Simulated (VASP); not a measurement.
# CsPbBr3 (Pm-3m) in VASP: single point with PBE

Aim: the single point of CsPbBr3 with PBE.

All numbers are computed with VASP 6.6.1; they aren't measurements. Logs are shortened: lines on timing, memory, paths and dates and some standing lists are left out, and cuts for length are marked.

## Step 1: The crystal as given

Symmetry: Pm-3m, No. 221, cubic system. Conventional cell: a = 5.949 Å, b = 5.949 Å, c = 5.949 Å, α = 90.00°, β = 90.00°, γ = 90.00°. Cs (site symmetry m-3m) is surrounded by 12 Br at 4.21 Å. Pb (site symmetry m-3m) has 6 Br at 2.97 Å as nearest neighbours. Br (site symmetry 4/mmm) has 2 Pb at 2.97 Å as nearest neighbours.

Measurements of this composition are mostly on another form, of space group No. 62.

## Step 2: Single point, PBE

Input file INCAR:

```
ALGO = Normal
EDIFF = 1E-6
ENCUT = 520
GGA = PE
ISIF = 2
ISMEAR = 0
LASPH = True
LCHARG = True
LELF = True
LREAL = False
LVHAR = True
LWAVE = False
NBANDS = 30
NELM = 100
PREC = Accurate
SIGMA = 0.1
```

Input file KPOINTS:

```
k-points
0
Gamma
  4 4 4
```

Input file POSCAR:

```
CsPbBr3
1.0
    5.9486308200      0.0000000000      0.0000000000
    0.0000000000      5.9486308200      0.0000000000
    0.0000000000      0.0000000000      5.9486308200
Cs Pb Br
1 1 3
Direct
    0.0000000000      0.0000000000      0.0000000000
    0.5000000000      0.5000000000      0.5000000000
    0.5000000000      0.5000000000      0.0000000000
    0.5000000000      0.0000000000      0.5000000000
    0.0000000000      0.5000000000      0.5000000000
```

Potentials or basis: VASP PAW PBE potentials, release 64 (Cs_sv, Pb_d, Br).

The run is started by

```
$ cat potpaw_PBE.64/Cs_sv/POTCAR potpaw_PBE.64/Pb_d/POTCAR potpaw_PBE.64/Br/POTCAR > POTCAR
$ mpirun -np 1 vasp_std > vasp.out
```

OUTCAR:

```text
EDIFF = 1E-6
   ENCUT = 520
   GGA = PE
   ISIF = 2
   ISMEAR = 0
   LASPH = True
   LREAL = False
   NELM = 100
   PREC = Accurate

 ion  position               nearest neighbor table
   1  0.000  0.000  0.000-
   2  0.500  0.500  0.500-   3 2.97   4 2.97   5 2.97   3 2.97   4 2.97   5 2.97
   3  0.500  0.500  0.000-   2 2.97   2 2.97
   4  0.500  0.000  0.500-   2 2.97   2 2.97
   5  0.000  0.500  0.500-   2 2.97   2 2.97

  LATTYP: Found a simple cubic cell.
 ALAT       =     5.9486308200

  Lattice vectors:

 A1 = (   5.9486308200,   0.0000000000,   0.0000000000)
 A2 = (   0.0000000000,   5.9486308200,   0.0000000000)
 A3 = (   0.0000000000,   0.0000000000,   5.9486308200)

Analysis of symmetry for initial positions (statically):
=====================================================================
 Subroutine PRICEL returns:
 Original cell was already a primitive cell.

 Routine SETGRP: Setting up the symmetry group for a
 simple cubic supercell.

 Subroutine GETGRP returns: Found 48 space group operations
 (whereof 48 operations were pure point group operations)
 out of a pool of 48 trial point group operations.

The static configuration has the point symmetry O_h .

Analysis of symmetry for dynamics (positions and initial velocities):
=====================================================================
 Subroutine PRICEL returns:
 Original cell was already a primitive cell.

 Routine SETGRP: Setting up the symmetry group for a
 simple cubic supercell.

 Subroutine GETGRP returns: Found 48 space group operations
 (whereof 48 operations were pure point group operations)
 out of a pool of 48 trial point group operations.

The dynamic configuration has the point symmetry O_h .

 Subroutine INISYM returns: Found 48 space group operations
 (whereof 48 operations are pure point group operations),
 and found     1 'primitive' translations

----------------------------------------------------------------------------------------

                                     Primitive cell

  volume of cell :     210.4995

  direct lattice vectors                    reciprocal lattice vectors
     5.948630820  0.000000000  0.000000000     0.168105910  0.000000000  0.000000000
[... 76 lines left out ...]
   NELM   =    100;   NELMIN=  2; NELMDL= -5     # of ELM steps
   EDIFF  = 0.1E-05   stopping-criterion for ELM
   LREAL  =      F    real-space projection
   EDIFFG = 0.1E-04   stopping-criterion for IOM
   NSW    =      0    number of steps for IOM
   IBRION =     -1    ionic relax: 0-MD 1-quasi-New 2-CG
   NFREE  =      0    steps in history (QN), initial steepest desc. (CG)
   ISIF   =      2    stress and relaxation
   ISYM   =      2    0-nonsym 1-usesym 2-fastsym
   POTIM  = 0.5000    time-step for ionic-motion
   TEBEG  =    0.0;   TEEND  =   0.0 temperature during run
   PSTRESS=    0.0 pullay stress
   NELECT =      44.0000    total number of electrons
   NUPDOWN=      -1.0000    fix difference up-down
   EMIN   =  10.00;   EMAX   =-10.00  energy-range for DOS
   EFERMI =   0.00;   METHOD = LEGACY
   ISMEAR =     0;   SIGMA  =   0.10  broadening in eV -4-tet -1-fermi 0-gaus
   EFERMI_NEDOS =   21; number of points for ismear=-14 and -15
   IALGO  =     38    algorithm
   IMIX   =      4    mixing-type and parameters
     AMIX     =   0.40;   BMIX     =  1.00
     AMIX_MAG =   1.60;   BMIX_MAG =  1.00
  volume/ion in A,a.u.               =      42.10       284.10
  Fermi-wavevector in a.u.,A,eV,Ry     =   0.971573  1.836006 12.843271  0.943954
  Thomas-Fermi vector in A             =   2.101801
   LORBIT       =      0    0 simple, 1 ext, 2 COOP (PROOUT), +10 PAW based schemes
   GGA     = PE    functional components
   LHFCALC =     F    Hartree Fock is set to
   AEXX    =    0.0000 exact exchange contribution
   IVDW    =     0    specifies the selected vdW correction
   LEPSILON=     F    determine dielectric tensor
   LRPA    =     F    only Hartree local field effects (RPA)
 non-spin polarized calculation
 Gauss-broadening in eV      SIGMA  =   0.10
  energy-cutoff  :      520.00
  volume of cell :      210.50
 maximum number of plane-waves:      5702
 NGX is ok and might be reduce to    48
   NGX = 23   NGY = 23   NGZ = 23

 number of electron      43.9999990 magnetization

 Free energy of the ion-electron system (eV)
  ---------------------------------------------------
  ext. energy  EPLUGINS =         0.00000000
  ---------------------------------------------------
  free energy    TOTEN  =       -15.86051302 eV

  energy without entropy =      -15.86051302  energy(sigma->0) =      -15.86051302

 E-fermi :   1.3254     XC(G=0):  -7.4739

 val. band max:        0.8645102387   @ k =   0.5000   0.5000   0.5000
 cond. band min:       2.5493391248   @ k =   0.5000   0.5000   0.5000
 fundamental gap:      1.6848288860
 Fermi energy:         1.3254145741

 k-point     1 :       0.0000    0.0000    0.0000
  band No.  band energies     occupation
      1     -20.4550      2.00000
      2     -15.8736      2.00000
      3     -15.8736      2.00000
      4     -15.7470      2.00000
      5     -15.7470      2.00000
      6     -15.7470      2.00000
[... 319 lines left out ...]
     29       6.2204      0.00000
     30       7.3833      0.00000

------------------------ aborting loop because EDIFF is reached ----------------------------------------

  FORCE on cell =-STRESS in cart. coord.  units (eV):
  Direction    XX          YY          ZZ          XY          YZ          ZX
  --------------------------------------------------------------------------------------
  -------------------------------------------------------------------------------------
  Total        0.8007321      0.8007321      0.8007321      0.0000000      0.0000000     -0.0000000
  in kB        6.0946219      6.0946219      6.0946219      0.0000000      0.0000000     -0.0000000
  external PRESSURE =       6.0946219 kB  Pullay stress =       0.0000000 kB

 VOLUME and BASIS-vectors are now :
 -----------------------------------------------------------------------------
  energy-cutoff  :      520.00
  volume of cell :      210.50
      direct lattice vectors                 reciprocal lattice vectors
     5.948630820  0.000000000  0.000000000     0.168105910  0.000000000  0.000000000
     0.000000000  5.948630820  0.000000000     0.000000000  0.168105910  0.000000000
     0.000000000  0.000000000  5.948630820     0.000000000  0.000000000  0.168105910

 POSITION                                       TOTAL-FORCE (eV/Angst)
 -----------------------------------------------------------------------------------
      0.00000      0.00000      0.00000         0.000000      0.000000      0.000000
      2.97432      2.97432      2.97432         0.000000      0.000000      0.000000
      2.97432      2.97432      0.00000         0.000000      0.000000      0.000000
      2.97432      0.00000      2.97432         0.000000      0.000000      0.000000
      0.00000      2.97432      2.97432         0.000000      0.000000      0.000000
 -----------------------------------------------------------------------------------
    total drift:                                0.000000     -0.000000     -0.000000

  FREE ENERGIE OF THE ION-ELECTRON SYSTEM (eV)
  ---------------------------------------------------
  free  energy   TOTEN  =       -15.8605130199 eV

  energy  without entropy=      -15.8605130199  energy(sigma->0) =      -15.86051302
```

stdout:

```text
POSCAR found type information on POSCAR CsPbBr
 POSCAR found :  3 types and       5 ions
 scaLAPACK will be used
 LDA part: xc-table for (Slater+PW92), standard interpolation
 POSCAR, INCAR and KPOINTS ok, starting setup
 FFT: planning ... GRIDC
 FFT: planning ... GRID_SOFT
 FFT: planning ... GRID
 WAVECAR not read
 entering main loop
```

Wall time 64 s (1 thread of Intel Xeon Platinum 8488C (Sapphire Rapids), shared host); peak memory 0.34 GiB.

What came out:

```yaml
Free_energy: -15.8605 eV
Pressure: 0.6 GPa
Band_gap_on_the_k_mesh: 1.68 eV, direct
```

Caveat: spin-orbit coupling is left out, which as a rule narrows the gap of such compounds by several tenths of an eV.
